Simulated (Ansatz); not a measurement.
**CsI (CsCl type) by several functionals**

All numbers come from the plane-wave code Ansatz. (Simulation; no magnetic order is allowed.)

Structure: CsI, CsCl type, at its r2SCAN minimum. Cs is surrounded by 8 I at 3.99 Å; I is surrounded by 8 Cs at 3.99 Å.

Space group Pm-3m (No. 221). a = 4.608 Å, b = 4.608 Å, c = 4.608 Å, α = 90.00°, β = 90.00°, γ = 90.00°

| atom | site | symmetry | x | y | z |
| --- | --- | --- | --- | --- | --- |
| Cs | 1a | m-3m | 0.0000 | 0.0000 | 0.0000 |
| I | 1b | m-3m | 0.5000 | 0.5000 | 0.5000 |

Relaxed lattice by functional, symmetry kept:
```json
{"functional": "PBE", "k mesh": "6×6×6", "a (Å)": "4.666", "volume (Å³/atom)": "50.78"}
{"functional": "r2SCAN", "k mesh": "6×6×6", "a (Å)": "4.608", "volume (Å³/atom)": "48.93"}
```

On this one geometry the levels give:

| level | k mesh | gap (eV) | kind | edges | least direct gap (eV) | rough cost |
| --- | --- | --- | --- | --- | --- | --- |
| PBE | 6×6×6 | 3.80 | indirect | M → Γ | 3.89 | 4 core-seconds |
| PBE+SOC | 6×6×6 | 3.56 | direct | Γ | 3.56 | 16 core-seconds |
| r2SCAN | 6×6×6 | 4.52 | indirect | M → Γ | 4.61 | 6 core-seconds |
| HSE06 | 4×4×4 | 4.79 | indirect | M → Γ | 4.89 | 70 core-seconds |
| PBE0 | 4×4×4 | 5.48 | indirect | M → Γ | 5.58 | 60 core-seconds |
| G0W0@PBE (292 empty bands, 120 eV, 4×4×4) | 4×4×4 | 5.72 | – | M → Γ (mesh) | – | 2.3 core-minutes |

PBE: smearing of 0.02 eV; the others have fixed occupations.
Wave cutoffs: 420 eV, 500 eV (r2SCAN).
The G0W0 gap is PBE's gap over the path plus the quasiparticle shift read on the mesh. No extrapolation in bands, cutoff or mesh was made for G0W0.
Costs come from shared machines and give only the order; PBE's includes the band path.

The HSE06 gap is indirect, 4.79 eV (M to Γ), below the direct gap of 4.89 eV at Γ. Spin-orbit coupling changes the PBE gap by -0.24 eV, to 3.56 eV, and turns it direct; at Γ the threefold valence level splits into a fourfold and a twofold level 1.05 eV apart, the fourfold one on top.

Taking G0W0@PBE (292 empty bands, 120 eV, 4×4×4), 5.72 eV, as the yardstick (a computed one, not at the basis limit), PBE0 comes nearest, -0.24 eV off, at about 10 times r2SCAN's cost; G0W0 itself took about 21 times r2SCAN's cost. The others: HSE06 -0.93, r2SCAN -1.20, PBE -1.92 eV. The yardstick's own error is a tenth of an eV or more. r2SCAN covers 72 % of the step from PBE to HSE06, while HSE06 needs about 10 times r2SCAN's cost (on a coarser mesh). For gaps to 0.1 eV, spin-orbit coupling (up to 0.33 eV here) has to be included. The levels disagree on the kind of gap: direct with PBE+SOC; indirect with PBE, r2SCAN, HSE06, PBE0.

r2SCAN (ground state on 4×4×4): The electronic dielectric tensor ε∞ is 3.10 in all directions. Born charges, averaged over directions: Cs +1.29, I -1.29 e.

Only the levels marked +SOC include spin-orbit coupling.

The meshes of the hybrids are coarse, so their gaps aren't converged to the digits shown.
